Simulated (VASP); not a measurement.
Set up this calculation in VASP 6.6.1, as the native input.

```yaml
Task: relaxation of cell and atoms
Functional: TPSS
Potentials_or_basis: VASP PAW PBE potentials, release 64 (Pb_d, S)
Cutoff: 600 eV
k_mesh: 7 × 7 × 7
Occupations: gaussian, width 0.05 eV
Spin: no spin polarisation
Further_INCAR_settings: ALGO = Normal; EDIFF = 1e-06; IBRION = 2; EDIFFG = -0.01; NSW = 60; ISIF = 3
```

The structure of PbS lies in POSCAR:

```
PbS
1.0
    3.6536590000      0.0000000000      0.0000000000
    0.0000000000      3.6536590000      0.0000000000
    0.0000000000      0.0000000000      3.6536590000
Pb S
1 1
Direct
    0.0000000000      0.0000000000      0.0000000000
    0.5000000000      0.5000000000      0.5000000000
```

Measurements of this composition are mostly on another form, of space group No. 225.

These files were run (other wordings do the same):

INCAR

```
  PREC = Accurate
  ENCUT = 600
  EDIFF = 1E-6
  ISMEAR = 0
  SIGMA = 0.05
  LREAL = False
  LASPH = True
  NELM = 80
  ALGO = Normal
  ISIF = 3
  LWAVE = False
  LCHARG = False
  METAGGA = TPSS
  LMIXTAU = True
  IBRION = 2
  NSW = 60
  EDIFFG = -0.01
```

KPOINTS

```
Automatic mesh
0
Gamma
  7 7 7
```

Potentials or basis: VASP PAW PBE potentials, release 64 (Pb_d, S).

The run is started by

```sh
$ cat potpaw_PBE.64/Pb_d/POTCAR potpaw_PBE.64/S/POTCAR > POTCAR
$ mpirun -np 1 vasp_std > vasp.out
```

It gave:

The relaxed volume is 23.92 Å³/atom and the relaxed cell is a = 3.630 Å, b = 3.630 Å, c = 3.630 Å, α = 90.00°, β = 90.00°, γ = 90.00°. The space group after relaxing (to 0.05 Å) is Pm-3m (No. 221). The energy gained by relaxing is 1.5 meV/atom. The ionic steps are 3. The pressure after relaxing is 0.0 GPa. The band gap on the k mesh is 0.07 eV, indirect (least direct gap 1.50 eV).

Caveat: the PAW data sets were made with another functional, which shifts forces and pressure a little; spin-orbit coupling is left out, which as a rule narrows the gap of such compounds by several tenths of an eV; an odd mesh through Γ misses points on the zone boundary, where band edges often lie.

Run time: 110 s on 1 thread of AMD EPYC 9R45 (Zen 5) (shared host), peak memory 0.15 GiB.
